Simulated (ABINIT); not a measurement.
Crystal: SiC (Moissanite).

```
Si C
1.0
     3.07600    0.00000    0.00000
    -1.53800    2.66389    0.00000
     0.00000    0.00000    5.04800
Si C
2 2
Direct
  0.66667 0.33333 0.50000
  0.33333 0.66667 0.00000
  0.66667 0.33333 0.88500
  0.33333 0.66667 0.38500
```

Base run:

| Property | Result |
| --- | --- |
| Program | ABINIT 10.8.3 (patched build) |
| Functional | LDA |
| Potentials or basis | PseudoDojo NC SR LDA v0.4.1 standard |
| Cutoff | 1007 eV |
| k mesh | 8 × 8 × 4 |
| Occupations | fermi-dirac, width 0.05 eV |
| Spin | no spin polarisation |

Its results: band gap on the k mesh 2.48 eV, indirect (least direct gap 4.00 eV); pressure -4.8 GPa; largest force 0.728 eV/Å.

Q: After a change of settings the same cell gave: band gap on the k mesh 2.43 eV, indirect (least direct gap 3.96 eV); pressure 0.1 GPa; largest force 0.753 eV/Å. Which change was it?
A. functional from LDA to PBE; potentials or basis from PseudoDojo NC SR LDA v0.4.1 standard to Ansatz NC PBE
B. functional from LDA to PBE; potentials or basis from PseudoDojo NC SR LDA v0.4.1 standard to PseudoDojo NC SR PBE v0.4.1 standard; cutoff from 1007 eV to 1116 eV
C. functional from LDA to PBEsol; potentials or basis from PseudoDojo NC SR LDA v0.4.1 standard to PseudoDojo NC SR PBEsol v0.4.1 standard
D. potentials or basis from PseudoDojo NC SR LDA v0.4.1 standard to PseudoDojo NC SR LDA v0.4 stringent

A: C.
